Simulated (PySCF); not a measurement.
Species: C4H2O3.
SMILES: `C1=CC(=O)OC1=O`

Theory: PySCF, CAM-B3LYP/6-31G* geometry optimisation, gas phase.

Masses are those of the commonest isotopes; rigid-rotor values at the optimised geometry. 

Give the principal moments of inertia and the rotational constants in MHz.

Ia = 73.51, Ib = 204.33, Ic = 277.84 u·Å²; 505379 MHz·u·Å²/I gives A = 6875, B = 2473, C = 1819 MHz.

What kind of rotor is it?

An asymmetric top; Ray's κ = -0.741.

What does the inertial defect say?

Planar: Δ = Ic − Ia − Ib = 0.00 u·Å². For a rigid frame Δ = −2 Σ m c², so it vanishes when all atoms lie in the ab plane; here none is more than 0.01 Å from it.

Predict some low-J microwave lines.

The dipole components are |μa| = 0.00 D, |μb| = 4.11 D, |μc| = 0.00 D; the symmetry axis of this C2v structure is b, so μa and μc vanish by symmetry and there are no a-type or c-type lines. Some lines, for components of 0.1 D or more:

```
type  branch         J(Ka,Kc)    MHz  lower level (cm⁻¹)
   b       R  3(1,2) ← 2(2,1)    609               1.060
   b       Q  1(1,0) ← 1(0,1)   5056               0.143
   b       Q  2(1,1) ← 2(0,2)   5778               0.427
   b       R  4(1,3) ← 3(2,2)   6061               1.490
   b       Q  4(1,3) ← 4(0,4)   8777               1.399
   b       Q  4(2,2) ← 4(1,3)  12026               1.692
   b       Q  3(2,1) ← 3(1,2)  12602               1.081
   b       Q  2(2,0) ← 2(1,1)  13272               0.620
   b       R  4(0,4) ← 3(1,3)  13473               0.950
   b       Q  2(2,1) ← 2(1,2)  15168               0.555
   b       R  3(1,3) ← 2(0,2)  15670               0.427
   b       Q  3(2,2) ← 3(1,3)  16190               0.950
   b       Q  4(3,1) ← 4(2,2)  22920               2.093
   b       R  2(2,0) ← 1(1,1)  23166               0.290
   b       Q  3(3,1) ← 3(2,2)  23684               1.490
   b       Q  4(3,2) ← 4(2,3)  23860               2.061
   b       R  3(2,2) ← 2(1,1)  26082               0.620
   b       R  3(2,1) ← 2(1,2)  28378               0.555
   b       R  4(2,3) ← 3(1,2)  29384               1.081
   b       Q  4(4,1) ← 4(3,2)  32991               2.857
   b       R  4(2,2) ← 3(1,3)  34277               0.950
   b       R  3(3,1) ← 2(2,0)  36493               1.063
   b       R  3(3,0) ← 2(2,1)  36566               1.060
   b       R  4(3,2) ← 3(2,1)  40643               1.501
   b       R  4(3,1) ← 3(2,2)  41007               1.490
   b       R  4(4,1) ← 3(3,0)  50279               2.280
   b       R  4(4,0) ← 3(3,1)  50283               2.280
```

Estimate the classical rotational partition function at 100 K, 200 K and 298.15 K.

Point group C2v, symmetry number σ = 2; q = (√π/σ)·√((kT/h)³/(ABC)), k/h = 20836.6 MHz/K: 15200 at 100 K, 42900 at 200 K, 78000 at 298.15 K.

No CAM-B3LYP/6-31G* frequencies stand behind this structure, so it isn't proved a minimum. Zero-point vibration and centrifugal distortion are left out.
